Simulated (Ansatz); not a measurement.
# KI (rocksalt): gap against strain (uniaxial along z, other directions held)

KI in the rocksalt structure, relaxed with r2SCAN in Ansatz 0.2.0, then strained (uniaxial along z, other directions held; changes of length per length, axes as in the cell below) with the atoms relaxed again within the symmetry that is left. It is cubic, Fm-3m (No. 225); a = 7.089 Å in the conventional setting, 44.52 Å³ an atom. K has 6 I at 3.54 Å; I has 6 K at 3.54 Å. (Simulation; spin polarisation is off.)

```
K I
1.0
     0.00000    3.54429    3.54429
     3.54429    0.00000    3.54429
     3.54429    3.54429    0.00000
K I
1 1
Cartesian
  0.0000 0.0000 0.0000
  3.5443 3.5443 3.5443
```

Gaps are the least over each mesh (PBE 6×6×6, r2SCAN 6×6×6, HSE06 4×4×4 when unstrained) and the special points, which keep their unstrained names; stress is the change from the unstrained cell, compression positive.

```tsv
strain (%)	gap, PBE (eV)	gap, r2SCAN (eV)	gap, HSE06 (eV)	edges, HSE06	stress along the strain, r2SCAN (GPa)	energy rise, r2SCAN (meV/atom)
-2.0	3.987	4.632	4.989	Γ	+0.71	2.0
0.0	3.944	4.586	4.941	Γ	0.00	0.0
+1.63	3.906	4.543	4.900	Γ	-0.44	1.0
+5.52	3.823	4.449	4.808	Γ	-1.15	9.7
```

Question: Estimate the row for a strain of +4.01 %.

Answer:
```tsv
strain (%)	gap, PBE (eV)	gap, r2SCAN (eV)	gap, HSE06 (eV)	edges, HSE06	stress along the strain, r2SCAN (GPa)	energy rise, r2SCAN (meV/atom)
+4.01	3.854	4.484	4.843	Γ	-0.93	5.4
```

Between zero and the nearest strains the slope of the HSE06 gap against strain is -0.024 eV per percent for negative and -0.025 for positive strain.

No spin-orbit coupling is included; it can move band edges with weight on the heavy atoms by tenths of an eV.

The meshes of the hybrids are coarse, so their gaps aren't converged to the digits shown.
